For SnTe in the zincblende structure, the band gap runs from zero to almost 7 eV depending on the method, and a dearer method isn't steadily a better one. PBE and r2SCAN put the gap below 0.1 eV, a minimal set of orbitals opens it by a few tenths, and the semi-empirical methods PM6 and PM7 open it by several electronvolts. A minimal basis also gives a crystal that is too large and yet too stiff, against the usual rule that a looser crystal is softer.

Zincblende SnTe by DFT, tight-binding and semi-empirical methods, without spin polarisation or spin–orbit coupling. Gaps and times are for single points on the r2SCAN-relaxed cell, with k meshes from 2×2×2 to 6×6×6 in the DFT runs. Volumes come from each method's own relaxation or energy curve, and bulk moduli are taken at fixed cell shape.

| name | kind | band gap (eV) | volume per atom (Å³) | bulk modulus (GPa) | atoms computed | rough processor time, order of size (s) |
| --- | --- | --- | --- | --- | --- | --- |
| PBE coarse-settings | low cutoff and mesh | 0.040 | n/a | n/a | 2 | 0.7 |
| PM7 | semi-empirical | 6.845 | n/a | n/a | 64 | 1 |
| GFN1-xTB tblite | tight binding | 1.133 | n/a | n/a | 64 | 2 |
| PBE sz-orbitals | small basis | 0.269 | n/a | n/a | 2 | 2 |
| PM6 | semi-empirical | 3.857 | n/a | n/a | 64 | 2 |
| PBE | semilocal | 0.023 | 47.02 | 24.700 | 2 | 3 |
| GFN2-xTB tblite | tight binding | 0.594 | n/a | n/a | 64 | 3 |
| PBE SZV | small basis | 0.365 | 50.42 | 29.100 | 2 | 5 |
| r2SCAN | semilocal | 0.084 | 46.04 | 26.800 | 2 | 8 |
| PBE DZVP | small basis | 0.000 | 47.68 | 24.500 | 2 | 10 |

## Why the gap is so easily spoiled

Tin brings four valence electrons and tellurium six. An ordinary zincblende semiconductor such as CdTe has eight (its filled d shell aside), which fill four bands and leave a clear gap above them. The two extra electrons here, in chemical terms the 5s pair of tin(II), fill a fifth band of antibonding character. In CdTe that band is empty and comes close to the next one near the boundary of the Brillouin zone, so band theory leads us to expect a small gap once it is filled.

The calculated levels show how small a remainder this gap is. In the coarse PBE run the filled and empty levels at X, a point on the boundary of the Brillouin zone, lie 0.80 eV apart. On the way to W, a corner of the zone, the filled band climbs by 0.76 eV and uses up nearly all of that distance. What is left is the gap of 0.04 eV.

With so little left, a shift of a few hundredths of an electronvolt can close the gap, which may be all that separates the DZVP row from PBE. A modest error in the shape of the band therefore decides the result. With the sz orbitals, one radial function for each valence orbital, the filled band climbs only 0.42 eV from X to W. That alone would widen the gap by 0.34 eV; a smaller separation at X takes back 0.11 eV. A likely reason for the flatter band is that one fixed radial shape has to serve at every wave vector, with no polarisation functions to help, though these runs don't isolate either effect. In CdTe an error of this size would disturb a sizeable gap; here it makes up most of the gap.

The same cancellation sets a trap for sampling. The coarse mesh contains X but not W, and on its own it would report a gap of 0.80 eV. The much smaller value in the table comes from levels computed afterwards at extra points, W among them. Band edges lying between those points could only narrow it further.

## Why the semi-empirical gaps are larger still

PM6 and PM7 report the orbital gap of a Hartree–Fock type of calculation. In such a scheme an electron in a filled orbital doesn't repel itself, while an electron placed in an empty orbital feels all the others, and the crystal isn't allowed to screen the added charge. This is the standard reason why such gaps come out far too wide. The 64-atom cell includes both X and W, so the sampling trap isn't to blame.

PM7 lies 3 eV above PM6, which shows how much depends on the parameters. PM7 puts charges of about ±0.75 on the atoms and PM6 about ±0.35. The larger gap goes with the larger charges, but two methods that differ in many parameters can't show that charge transfer is the cause.

The tight-binding methods GFN1 and GFN2 give 1.1 and 0.6 eV. Both are fitted mainly to molecules and use little more than a minimal basis, so their empty levels, and with them the gap, can be far off in a solid. For GFN1 the stress shows how poorly this crystal suits its parameters: the cell pulls inward with almost 9 GPa, about a third of the PBE bulk modulus. Its gap is thus that of a crystal stretched far from the method's own equilibrium, though these runs don't show how much the stretching changes it.

## Why a small basis makes the crystal larger and stiffer

If two methods differ only by a constant pressure, which moves the volume at rest, the change in stiffness follows from the change in volume. With $V$ the volume per atom, $B$ the bulk modulus and $B'$ its pressure derivative, taken as roughly 4.5 as in many solids,

$$B(V)=B_0\left(\frac{V_0}{V}\right)^{B'}.$$

Started from the PBE row, this rule meets the r2SCAN modulus within about 1% and the DZVP modulus within about 5%. For r2SCAN the denser crystal is thus enough to account for the higher modulus. For DZVP the rule overdoes the softening: it predicts a drop of 6% from PBE, where the computed drop is under 1%. For the minimal basis SZV the rule falls 38% below the computed value.

To see what SZV adds, take DZVP, which has two radial functions for each valence orbital and also polarisation functions, and stretch its crystal to the SZV volume:

$$B=24.5\ \text{GPa}\times\left(\frac{47.68}{50.42}\right)^{4.5}\approx 19\ \text{GPa}.$$

SZV gives 29 GPa, so about 10 GPa of its stiffness comes from the basis error. The stretched DZVP crystal would also pull inward, by the Murnaghan equation with

$$P=\frac{24.5\ \text{GPa}}{4.5}\left[1-\left(\frac{47.68}{50.42}\right)^{4.5}\right]\approx 1.2\ \text{GPa}.$$

SZV is at rest at this volume, so its basis error must push outward just as hard.

Both signs have one plausible origin. When atoms are pressed together, their electron clouds contract and deform to ease the repulsion between filled shells. A minimal basis allows little of this, so its energy error grows as the crystal shrinks, and grows faster the further it shrinks. The growing error pushes the atoms apart, and its upward curve resists compression. The same reasoning suggests that a minimal basis will do most harm where bonding reshapes the atoms strongly.

## What to do about it

Judge a setting by the quantity you need. With the extra points, coarse PBE comes within 0.02 eV of the PBE gap. That doesn't prove it converged, and its pressure is wrong by about 1.2 GPa against what the relaxed PBE crystal implies. Divided by the PBE modulus, that is a volume error of roughly 5%. The low plane-wave cutoff is the usual suspect, though the mesh was coarser too. The runs also warn of grid noise in the pressure, of unstated size, so the 5% is a rough figure and may not come from these settings alone.

For volume and stiffness, go beyond a minimal basis: DZVP comes back to within 1.4% of the PBE volume and 1% of its modulus. For the gap, don't rely on the minimal-basis, tight-binding or PM6 and PM7 values, and make sure that the band edges themselves are sampled. Processor time alone is a poor guide: coarse PBE and PM7 both take about a second, yet the first comes closest to the PBE gap and the second lies farthest from it.

Don't use the four smallest gaps to decide whether this crystal is a semiconductor. Spin–orbit coupling, left out here, typically shifts tellurium levels by tenths of an electronvolt, and semilocal functionals tend to give gaps that are too small. Nor should any of these gaps be set beside measurements on ordinary SnTe, which has the rocksalt structure. The printed output below lists the deviations from PBE, the split of the gap and the test of the volume rule.

Printed output of the fit:

```
Deviation from the PBE row:
                  row  gap difference in eV  volume difference in %  modulus difference in %
  PBE coarse-settings                 0.017                     n/a                      n/a
                  PM7                 6.822                     n/a                      n/a
      GFN1-xTB tblite                  1.11                     n/a                      n/a
      PBE sz-orbitals                 0.246                     n/a                      n/a
                  PM6                 3.834                     n/a                      n/a
                  PBE                     0                       0                        0
      GFN2-xTB tblite                 0.571                     n/a                      n/a
              PBE SZV                 0.342                   7.231                    17.81
               r2SCAN                 0.061                  -2.084                    8.502
             PBE DZVP                -0.023                   1.404                  -0.8097
Coarse PBE direct gap at X in eV: 0.7988
Coarse PBE valence rise from X to W in eV: 0.7585
Small sz basis direct gap at X in eV: 0.6914
Small sz basis valence rise from X to W in eV: 0.4228
Gap change from coarse PBE to sz due to direct gap at X in eV: -0.1074
Gap change from coarse PBE to sz due to flatter valence band in eV: 0.3357
PM7 gap less PM6 gap in eV: 2.988
Modulus if only the volume differed from PBE:
       row  volume rule in GPa  computed in GPa  miss in %
       PBE                24.7             24.7          0
   PBE SZV               18.04             29.1        -38
    r2SCAN               27.16             26.8      1.327
  PBE DZVP                23.2             24.5     -5.313
SZV volume above DZVP in %: 5.747
SZV modulus above DZVP in %: 18.78
DZVP modulus carried to the SZV volume in GPa: 19.05
Stiffness added by the SZV basis error in GPa: 10.05
Outward pressure of the SZV basis error in GPa: 1.21
Pressure expected of relaxed PBE on the r2SCAN cell in GPa: 0.5457
Coarse PBE pressure less the expected one in GPa: -1.235
Longest over shortest rough time: 14.29
```
